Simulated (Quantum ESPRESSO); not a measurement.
Runs of Quantum ESPRESSO 7.5 on SrO. The structure is cubic, space group Fm-3m (No. 225). The conventional cell has a = 5.133 Å, b = 5.133 Å, c = 5.133 Å, α = 90.00°, β = 90.00°, γ = 90.00°. Sr (site symmetry m-3m) has 6 O at 2.57 Å as nearest neighbours. O (site symmetry m-3m) has 6 Sr at 2.57 Å as nearest neighbours. 

```tsv
task	level	potentials or basis	cell	form of the LDA correlation	pressure (GPa)
dielectric tensor	PBEsol	GBRV 1.5 PBEsol	as given	-	-0.5
dielectric tensor	BLYP	GBRV 1.5 PBE	as given	-	6.4
dielectric tensor	WC	GBRV 1.5 PBE	as given	-	(a)
phonons	LDA	GBRV 1.5 LDA	relaxed to 25 GPa	PZ81	25.1
phonons	LDA	GBRV 1.5 LDA	relaxed	PZ81	0.0
dielectric tensor	AM05	GBRV 1.5 PBE	as given	-	0.7
phonons	LDA	GBRV 1.5 LDA	relaxed to 50 GPa	PZ81	50.1
dielectric tensor	LDA	GBRV 1.5 LDA	as given	PZ81	(b)
phonons	LDA	GBRV 1.5 LDA	relaxed to 80 GPa	PZ81	80.0
```

Alike in all rows: no spin polarisation; k mesh 6 × 6 × 6, shifted; cutoff (eV) 612; smearing fermi-dirac 0.05 eV.

Problem. Estimate the missing entries.

Solution. (a) -0.3; (b) -3.8.

Caveats: the cell is more than 3 GPa from zero pressure, which shifts response properties (some runs); the potentials were made for another functional, which shifts forces and pressure (some runs).

Runs at the PBE level aren't shown here.
